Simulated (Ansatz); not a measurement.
System: wurtzite BeO. Method: G0W0@HSE06 (plane waves, hard PAW, contour deformation, complete-basis limit; Ansatz, a first-principles code).

Run with largest k mesh 12×12×6 (not extrapolated in the mesh).

Cell (measured lattice):

```xyz
4
Lattice="-1.3490 -2.3365 0.0000 -1.3490 2.3365 0.0000 0.0000 0.0000 4.3800" Properties=species:S:1:pos:R:3 pbc="T T T"
Be    -1.3490    -0.7788     2.1900
Be    -1.3490     0.7788     0.0000
O     -1.3490    -0.7788     3.8456
O     -1.3490     0.7788     1.6556
```

Problem. Give the computed band gap.

Solution. 
* **band gap**: 11.47 eV (direct)

Measured, for comparison: band gap 11.29 eV (zero-point renormalisation of 699 meV (computed, non-adiabatic AHC, without the lattice-expansion part) added back here; inputs from Miglio et al. (2020), arXiv:2011.12765). Computed (rounded) less measured: band gap +0.18 eV.

Note: GW on a hybrid start was not checked against another program; cell and atoms aren't relaxed at this level; the gap holds a correction of +0.58 eV to the complete basis.

The result took around 4 core-hours (rough).
